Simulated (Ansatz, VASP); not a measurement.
**Two plane-wave programs on AlN**

```
Al N
1.0
     2.18399   -2.18399    0.00000
     2.18399    0.00000   -2.18399
     8.95437    8.51757    8.73597
Al N
6 6
Direct
  0.66042 0.66667 0.06247
  0.91042 0.00000 0.89580
  0.31042 0.33333 0.22913
  0.61042 0.66667 0.56247
  0.96042 0.00000 0.39580
  0.26042 0.33333 0.72913
  0.62292 0.66667 0.43747
  0.97292 0.00000 0.27080
  0.27292 0.33333 0.60413
  0.57292 0.66667 0.93747
  0.92292 0.00000 0.77080
  0.32292 0.33333 0.10413
```

Alike in both runs: task single point; functional PBE; k mesh 8 × 8 × 2; occupations gaussian, width 0.05 eV; no spin polarisation.

```csv
,VASP,Ansatz
version,VASP 6.6.1,Ansatz 0.2.0
potentials or method,"VASP PAW PBE potentials, release 64 (Al, N)","scalar-relativistic, plane waves, PAW"
plane-wave cutoff (eV),520,420
valence electrons in the cell,48,48
```

Ansatz gave:

- gap on the k mesh at the Fermi level (eV): 3.17
- least direct gap on the mesh (eV): 3.62
- pressure (GPa): 4.7
- largest component of the traceless stress (GPa): 1.33
- rms of the force components (eV/Å): 0.135

What did VASP give for the same quantities?

gap on the k mesh at the Fermi level (eV): 3.16; least direct gap on the mesh (eV): 3.62; pressure (GPa): 4.4; largest component of the traceless stress (GPa): 1.33; rms of the force components (eV/Å): 0.135.

Atom by atom the forces differ by 0.001 eV/Å (rms over components).

A k mesh can miss the band edges.
